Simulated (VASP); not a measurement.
Set up this calculation in VASP 6.6.1, as the native input.

| Item | Value |
| --- | --- |
| Task | single point |
| Functional | HSE06 |
| Potentials or basis | VASP PAW PBE potentials, release 64 (Be, S) |
| Cutoff | 520 eV |
| k mesh | 6 × 6 × 6 |
| Occupations | gaussian, width 0.01 eV |
| Spin | no spin polarisation |
| Dipole correction | no |
| Exchange at q = 0 | truncated |
| Grid for exact exchange (PRECFOCK) | Normal |
| Screening parameter | 0.2079 1/A |
| Further INCAR settings | ALGO = Normal; EDIFF = 1e-06; NBANDS = 11 |

BeS:

```
Be S
1.0
     0.00000    2.31730    2.24407
     2.31730    0.00000    2.24407
     2.31730    2.31730    0.00000
Be S
1 1
Direct
  0.00000 0.00000 0.00000
  0.50000 0.50000 0.50000
```

The cell was built by a generator and needn't be a form met in nature.

The cell isn't the ideal one: uniaxial_z strain -3.2%.

The input as run:

POSCAR

```
BeS
1.0
    0.0000000000      2.3172971969      2.2440706055
    2.3172971969      0.0000000000      2.2440706055
    2.3172971969      2.3172971969      0.0000000000
Be S
1 1
Direct
    0.0000000000      0.0000000000      0.0000000000
    0.5000000000      0.5000000000      0.5000000000
```

INCAR.step1

```
ALGO = Normal ; EDIFF = 1E-5
ENCUT = 520 ; GGA = PE
ISIF = 2 ; ISMEAR = 0
LASPH = T ; LCHARG = F
LREAL = F ; LWAVE = T
NBANDS = 11 ; NELM = 100
PREC = Accurate ; SIGMA = 0.01
```

INCAR.step2

```
ALGO = Normal ; EDIFF = 1E-6
ENCUT = 520 ; GGA = PE
HFSCREEN = 0.2079 ; ISIF = 2
ISMEAR = 0 ; ISTART = 1
LASPH = T ; LCHARG = F
LHFCALC = T ; LREAL = F
LWAVE = F ; NBANDS = 11
NELM = 100 ; PREC = Accurate
PRECFOCK = Normal ; SIGMA = 0.01
```

KPOINTS

```
k-points
0
Gamma
  6 6 6
```

Potentials or basis: VASP PAW PBE potentials, release 64 (Be, S).

Launch:

```sh
$ cat potpaw_PBE.64/Be/POTCAR potpaw_PBE.64/S/POTCAR > POTCAR
$ cp INCAR.step1 INCAR
$ mpirun -np 1 vasp_std > vasp.out
$ cp INCAR.step2 INCAR
$ mpirun -np 1 vasp_std > vasp.out
```

Results of the run:

```
Pressure               : 2.0 GPa
Band gap on the k mesh : 1.53 eV, indirect (least direct gap 5.16 eV)
```

Caveat: the PAW data sets were made with another functional, which shifts forces and pressure a little.

Wall time 7.2 min on 1 thread of Intel(R) Xeon(R) 6975P-C (Granite Rapids) (shared host), peak memory 0.23 GiB.
